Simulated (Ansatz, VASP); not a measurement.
# One calculation of TiC, two programs

The input INCAR:

```
PREC     = Accurate       # precision mode
ENCUT    = 520            # plane-wave cutoff, eV
EDIFF    = 1E-6           # SCF threshold, eV
ISMEAR   = -1             # smearing method
SIGMA    = 0.08           # smearing width, eV
LREAL    = False          # projectors in reciprocal space
LASPH    = True           # aspherical terms in the spheres
NELM     = 60             # most SCF steps
ALGO     = Normal         # electronic algorithm
ISIF     = 2              # what is computed and relaxed
LWAVE    = False          # write WAVECAR
LCHARG   = False          # write CHGCAR
NBANDS   = 15             # bands
```

Contents of KPOINTS:

```
regular mesh
0
Gamma
  17 17 17
```

File POSCAR:

```
TiC
1.0
    0.0000000000      2.0415755423      2.0415755423
    2.0415755423      0.0000000000      2.0415755423
    2.0415755423      2.0415755423      0.0000000000
Ti C
1 1
Direct
    0.0000000000      0.0000000000      0.0000000000
    0.5000000000      0.5000000000      0.5000000000
```

Input for Ansatz:

```yaml
crystal:
  lattice:
    - [0.0, 2.0415755423, 2.0415755423]
    - [2.0415755423, 0.0, 2.0415755423]
    - [2.0415755423, 2.0415755423, 0.0]
  atoms:
    - { symbol: Ti, position: [0.0, 0.0, 0.0] }
    - { symbol: C, position: [0.5, 0.5, 0.5] }
kpoints:
  mp_grid: { grid: [17, 17, 17] }
scf:
  occupations: { method: fermi_dirac, width: 0.08 }
hamiltonian:
  xc: lda
  pseudopotentials: { kind: all_electron, lapw: { basis_error: 0.001 } }
output:
  forces: true
  stress: true
  eigenvalues: true
  populations: true
```

Change from the starting cell: volume scaled by 0.88, LAPW.

Alike in both runs: task single point; functional LDA; k mesh 17 × 17 × 17; occupations fermi-dirac, width 0.08 eV; no spin polarisation.

|  | VASP | Ansatz |
| --- | --- | --- |
| version | VASP 6.6.1 | Ansatz 0.2.0 |
| potentials or method | VASP PAW LDA potentials, release 64 (Ti_sv, C) | all-electron LAPW, scalar-relativistic |
| plane-wave cutoff (eV) | 520 | see its input |

Ansatz gave:

| Property | Result |
| --- | --- |
| pressure (GPa) | 46.7 |

Estimate VASP's values.

pressure (GPa): 47.2.

Ansatz ran all-electron here, so the differences hold the error of VASP's frozen core and of both bases.

Caveats: so large a pressure means that the cell lies far from this level's equilibrium, or that cutoff or potentials fall short (VASP).
